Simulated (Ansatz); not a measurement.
**GaN: equilibrium volume by level of theory**

```
Ga N
1.0
     0.00000    2.25350    2.25350
     2.25350    0.00000    2.25350
     2.25350    2.25350    0.00000
Ga N
1 1
Direct
  0.00000 0.00000 0.00000
  0.25000 0.25000 0.25000
```

The cell is a database's computed one, not the measured one.

| rung | level | program and potentials | cutoff (eV) | k mesh | smearing | task | spin | core time | chip | equilibrium volume (Å³/atom) | notes |
| --- | --- | --- | --- | --- | --- | --- | --- | --- | --- | --- | --- |
| GGA | revPBE | Ansatz, Ansatz PAW | 420 | 10 × 10 × 10 | fermi-dirac 0.05 | equation of state | off | 9.5 s | Intel Xeon Platinum 8375C Ice Lake | 11.97 | potentials made for PBE, which Ansatz adapts in part |
| GGA + dispersion | PBE+D4 | Ansatz, Ansatz PAW | 420 | 10 × 10 × 10 | fermi-dirac 0.05 | equation of state | off | 11 s | Intel Xeon Platinum 8375C Ice Lake | 11.40 | - |
| GGA | PBEsol | Ansatz, Ansatz PAW | 420 | 10 × 10 × 10 | fermi-dirac 0.05 | relaxation of cell and atoms | off | 14 s | Intel Xeon Skylake/Cascade Lake | 11.38 | potentials made for PBE, which Ansatz adapts in part |
| GGA | PBE | Ansatz, Ansatz PAW | 420 | 10 × 10 × 10 | fermi-dirac 0.05 | relaxation of cell and atoms | off | 23 s | Intel Xeon Skylake/Cascade Lake | 11.76 | - |
| GGA | PBE | Ansatz, SPMS NC | 1034 | 10 × 10 × 10 | fermi-dirac 0.05 | equation of state | off | 35 s | Arm Neoverse V1 | 11.80 | - |
| GGA | PBE | Ansatz, Ansatz PAW | 420 | 10 × 10 × 10 | fermi-dirac 0.05 | equation of state | SOC, no magnetisation | 37 s | AMD EPYC 7B13 Zen 3 | 11.76 | - |
| GGA | PBE | Ansatz, JTH PAW | 3600 | 10 × 10 × 10 | fermi-dirac 0.05 | equation of state | off | 3 min | Intel Xeon Platinum 8375C Ice Lake | 11.80 | - |

Times are single runs on shared hosts and different chips, so they are rough; meshes, cutoffs and the tasks' sizes weigh on the time. Smearing widths are in eV. Meshes are those of the run's cell of 2 atoms unless a note names another. Relaxations start from the cell shown or near it and stop with a little pressure left. Runs on faulty files, with rough fits or with known faults for this quantity aren't shown.

By rung: GGA 11.38 to 11.97; GGA + dispersion 11.40 (Å³/atom).

The equilibrium volume of zinc-blende GaN follows the gradient dependence of the exchange functional. It falls from 11.97 Å³/atom with revPBE to 11.76–11.80 with PBE and 11.38 with PBEsol. Stronger exchange enhancement at large reduced gradients favours the more inhomogeneous density of a stretched crystal, so revPBE loosens the polar-covalent Ga–N bonds, while PBEsol's weaker gradient correction tightens them. D4 brings PBE down to 11.40 by a different route, adding a pairwise attraction that grows as the atoms approach. Its near-coincidence with PBEsol therefore doesn't show that dispersion governs the bonding. The two values also lie closer together than the PBE results from different potentials, so their order isn't resolved.

Spin-orbit coupling leaves the PBE volume at 11.76, as expected for fairly light elements with filled valence bands, where the splittings largely cancel in the total energy. These volumes say nothing about the stability of zinc blende relative to wurtzite, the usual ground-state form.
